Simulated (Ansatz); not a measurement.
Space group Pm-3m (No. 221). a = 4.026 Å, b = 4.026 Å, c = 4.026 Å, α = 90.00°, β = 90.00°, γ = 90.00°
```
atom site symmetry x y z
   K    1a m-3m  0.0000  0.0000  0.0000
  Nb    1b m-3m  0.5000  0.5000  0.5000
   O    3c    4/mm.m  0.0000  0.5000  0.5000
```

Equation of state of this KNbO3 structure (not necessarily the ground state), with shape and atoms relaxed at each volume where symmetry leaves them free. Method: DFT PBE, scalar-relativistic, plane waves, PAW (Ansatz).

Settings: cutoff 420 eV, Γ-centred mesh 8×8×8 on the computed 5-atom cell, Gaussian smearing of 0.02 eV; no spin polarisation.

| V (Å³/atom) | E − E(largest V) (meV/atom) | P (GPa) | gap on mesh (eV) |
| --- | --- | --- | --- |
| 11.489 | 69.93 | 29.87 | 1.78 |
| 11.881 | 8.75 | 20.45 | 1.72 |
| 12.273 | -31.27 | 12.48 | 1.66 |
| 12.664 | -53.31 | 5.72 | 1.59 |
| 13.056 | -60.08 | -0.01 | 1.53 |
| 13.448 | -53.97 | -4.87 | 1.47 |
| 13.839 | -36.90 | -8.98 | 1.41 |
| 14.362 | 0.00 | -13.49 | 1.33 |

Q: Fit a third-order Birch–Murnaghan equation to E(V).

A: V0 = 13.06 Å³/atom, B0 = 175 GPa, B0' = 4.5.

Symmetry holds off the tilts and polar distortions that many cubic perovskites undergo.